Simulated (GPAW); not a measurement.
The system is MgO.

```xyz
2
Lattice="0.0000 2.0970 2.0970 2.0970 0.0000 2.0970 2.0970 2.0970 0.0000" Properties=species:S:1:pos:R:3 pbc="T T T"
Mg    0.0000    0.0000    0.0000
O     2.0970    2.0970    2.0970
```

The cell is a database's computed one.

Base run:

```yaml
Program: GPAW 26.7.0
Functional: PBE
Potentials_or_basis: GPAW PAW data sets (gpaw-data 1.2.1), other valence
Cutoff: 600 eV
Basis: pw
k_mesh: 9 × 9 × 9
Occupations: fermi-dirac, width 0.05 eV
Spin: no spin polarisation
```

Its results: band gap on the k mesh 4.81 eV, direct; pressure 3.2 GPa.

The run is repeated on the same cell with these changes: potentials or basis from GPAW PAW data sets (gpaw-data 1.2.1), other valence to GPAW PAW data sets (gpaw-data 1.2.1); cutoff from 600 eV to 800 eV; valence electrons from 8 to 16. What comes out?

Band gap on the k mesh 4.89 eV, direct; pressure 7.0 GPa.

Caveats: the cutoff is short for stress and forces, so pressures can be off by a GPa or more (some runs).
